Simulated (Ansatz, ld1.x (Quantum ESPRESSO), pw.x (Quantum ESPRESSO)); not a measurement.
boron: one change to the RRKJ potential, in the atom and in the sc crystal

```json
{
 "Element": "boron",
 "Generator": "ld1.x (Quantum ESPRESSO) 7.5",
 "Type": "norm-conserving RRKJ (Kleinman–Bylander form)",
 "Functional": "PBE",
 "Relativity": "scalar-relativistic",
 "Frozen core": "[He]",
 "Valence charge": "3",
 "Reference configuration": "2s2 2p1",
 "Partial waves": "2p (bound): rc 1.95 bohr; 3d channel at 0.05 Ry: rc 1.95 bohr; 2s (bound): rc 1.25 bohr",
 "Local potential": "the s channel",
 "Core correction": "none",
 "rho0": "0.001"
}
```

Change: all radii scaled by about 1.04 (s 1.30, p 2.02, d 2.02 bohr).

Cutoffs, loose and tight: the cutoffs (Ry, on a coarse ladder) from which the occupation-weighted sum of valence levels, in a spherical-Bessel basis at the reference potential, stays within 10 and 1 mRy of its value at 400 Ry. They do not see the model core or the augmentation charge, which bear on the density cutoff. Test errors are all-electron minus pseudo excitation energies from the reference, over the configurations 2s2 2p0; 2s1 2p0; 2s2 2p0.5; 2s0 2p3; 2s2 2p1.3; 2s1 2p1; 2s1 2p2; variants that change the core or the reference have their own tests.

Crystal test: sc B in pw.x 7.5, no spin, 17³ k-points, Fermi–Dirac smearing 0.01 Ry, cutoffs set for each file from its atomic test. The reference is all-electron LAPW (Ansatz 0.2.0) with the same functional, mesh and smearing; V0 and B0 come from Birch–Murnaghan fits to the pressures at five volumes. Errors are pseudo minus all-electron; Δ is the rms difference of the E(V) curves that follow from these fits, minima aligned, over ±6 % about the mean V0. Mesh and smearing are coarse, so the numbers serve the comparison and aren't converged zero-temperature values; the lattice is a test structure that the element need not adopt.

All-electron: a0 = 1.886 Å (V0 = 6.71 Å³/atom), B0 = 233.9 GPa.

Does the change bring the crystal closer to the all-electron result?

The mean pressure error goes from -2.47 to -3.05 GPa, so the change moves the solid further from the all-electron pressures.

```
                       quantity       base    changed
                 outcome (atom)  generated  generated
           cutoff, loose (atom)      25 Ry      21 Ry
           cutoff, tight (atom)      55 Ry      55 Ry
            bound ghosts (atom)       none       none
largest test error (meV) (atom)       +119       +127
           cutoffs in pw.x (Ry)     70/280     70/280
                         a0 (Å)      1.879      1.877
                   a0 error (%)      -0.36      -0.45
                   B0 error (%)       -1.0       -1.1
                   Δ (meV/atom)        3.7        4.6
      mean pressure error (GPa)      -2.47      -3.05
```

Base: The largest radius (1.95 bohr) exceeds half the bond length (1.78 bohr), so the spheres overlap, which is one possible source of error among others. Changed file: The largest radius (2.02 bohr) exceeds half the bond length (1.78 bohr), so the spheres overlap, which is one possible source of error among others. The atomic cutoffs weigh occupied waves only.
